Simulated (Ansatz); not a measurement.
# WSe2: the cost of one run

Program: Ansatz 0.2.0. Level of theory: DFT PBEsol, scalar-relativistic, plane waves, PAW. These are calculated values, not measurements.

2 further runs of the same task are left out: 2 set aside as unsound or not needed. Runs told in other sessions of the task aren't counted.

## Step 1: The starting structure

Symmetry: P-3m1, No. 164, trigonal system. Conventional cell: a = 3.271 Å, b = 3.271 Å, c = 23.987 Å, α = 90.00°, β = 90.00°, γ = 120.00°. Around W (site symmetry 3m) lie 6 Se at 2.52 Å. Se (site symmetry 3m) has 3 W at 2.52 Å in its first shell of neighbours.

Coordinates:

```xyz
6
Lattice="3.2706 0.0000 0.0000 -1.6353 2.8324 0.0000 0.0000 0.0000 23.9870" Properties=species:S:1:pos:R:3 pbc="T T T"
W     1.6353    0.9441    3.3011
W     0.0000    1.8883   20.6859
Se    0.0000    1.8883    4.9735
Se    1.6353    0.9441   22.3605
Se    0.0000    1.8883    1.6265
Se    1.6353    0.9441   19.0135
```

It goes back to an entry of the Materials Project, which need not be the stable form.

This cell was relaxed beforehand with the same method: volume 37.03 Å³/atom, gap on the mesh 1.50 eV.

## Step 2: Plan of the line

Atoms count from 1 in the order of the input.

One atom moved over a plane, all else fixed.

The axes are (1) shift of W1 along [1 0 0]: 7 values from −0.83 Å; (2) shift of W1 along [0 0 1]: 7 values from −0.83 Å.

Nothing else is relaxed (all other atoms fixed). Energies count from the relaxed crystal. Points are written as (first, second).

## Step 3: Grid point (−0.55 Å, −0.83 Å)

input.yaml reads:

```yaml
crystal:
  lattice:
    - [3.2705808386, 0.0, 0.0]
    - [-1.6352904193, 2.8324060913, 0.0]
    - [0.0, 0.0, 23.9869951139]
  atoms:
    - { symbol: W, position: [0.4974918236, 0.3333333333, 0.1030200584] }
    - { symbol: W, position: [0.3333333333, 0.6666666667, 0.8623778584] }
    - { symbol: Se, position: [0.3333333333, 0.6666666667, 0.2073407565] }
    - { symbol: Se, position: [0.6666666667, 0.3333333333, 0.9321940382] }
    - { symbol: Se, position: [0.3333333333, 0.6666666667, 0.0678059618] }
    - { symbol: Se, position: [0.6666666667, 0.3333333333, 0.7926592435] }
basis:
  ecutwfc: 420
kpoints:
  mp_grid: { grid: [9, 9, 2] }
hamiltonian:
  xc: pbesol
  pseudopotentials: { kind: paw, azcp: { folder: soft_1 } }
scf:
  occupations: { method: gaussian, width: 0.05 }
output:
  forces: true
  stress: true
  eigenvalues: true
  write_density: true
  write_potential: true
  elf: true
  volumetric_format: npy
```

The run is started by

```
$ ansatz run input.yaml --threads 2 --pin off --max-ram 4096MiB --backend cpu --events-out ev --progress --plain --runs-dir out
```

Q: Estimate wall time and peak memory on 2 threads of Arm Neoverse N1, shared host.

About 2.4 min, with a peak of 0.93 GiB.
